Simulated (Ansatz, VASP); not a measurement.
GaP: VASP beside Ansatz

```
CELL_PARAMETERS angstrom
0.00000 2.50731 2.71647
2.71647 0.00000 2.71647
2.71647 2.50731 0.00000
ATOMIC_POSITIONS crystal
Ga 0.00000 0.00000 0.00000
P 0.75000 0.75000 0.75000
```

Alike in both runs: task single point; functional PBEsol; k mesh 10 × 10 × 10; occupations gaussian, width 0.05 eV; no spin polarisation.

```csv
,VASP,Ansatz
version,VASP 6.6.1,Ansatz 0.2.0
potentials or method,"VASP PAW PBE potentials, release 64 (Ga_d, P)","scalar-relativistic, plane waves, PAW"
plane-wave cutoff (eV),520,420
valence electrons in the cell,18,18
```

|  | VASP | Ansatz | Ansatz less VASP |
| --- | --- | --- | --- |
| gap on the k mesh at the Fermi level (eV) | 0.54 | 0.54 | -0.001 |
| least direct gap on the mesh (eV) | 2.18 | 2.17 | -0.011 |
| pressure (GPa) | 8.1 | 8.3 | +0.17 |
| largest component of the traceless stress (GPa) | 3.29 | 3.27 | -0.023 |

The functional is the same, so the differences come from potentials, cutoffs and numerics. Ansatz warned: «pseudo_functional_mismatch».

Caveats: the PAW data sets were made with another functional, which shifts forces and pressure a little (VASP). A k mesh can miss the band edges.
